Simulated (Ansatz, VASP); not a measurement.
# Two plane-wave programs on Ge

```
Ge
1.0
     3.94743    0.00000    0.00000
    -1.97372    3.41858    0.00000
     0.00000    0.00000   24.08000
Ge
2
Direct
  0.00000 0.00000 0.64926
  0.33333 0.66667 0.67944
```

Alike in both runs: task single point; functional PBE; dispersion D3(BJ); k mesh 12 × 12 × 1; occupations gaussian, width 0.04 eV; no spin polarisation.

```csv
,VASP,Ansatz
version,VASP 6.6.1,Ansatz 0.2.0
potentials or method,"VASP PAW PBE potentials, release 64 (Ge_d)","scalar-relativistic, plane waves, PAW"
plane-wave cutoff (eV),520,420
valence electrons in the cell,28,28
```

|  | VASP | Ansatz | Ansatz less VASP |
| --- | --- | --- | --- |
| gap on the k mesh at the Fermi level (eV) | none | none | - |
| rms of the force components (eV/Å) | 0.029 | 0.029 | -0.0002 |

Atom by atom the forces differ by 0.000 eV/Å (rms over components). A gap of «none» marks a metal or a gap that the smearing closes.
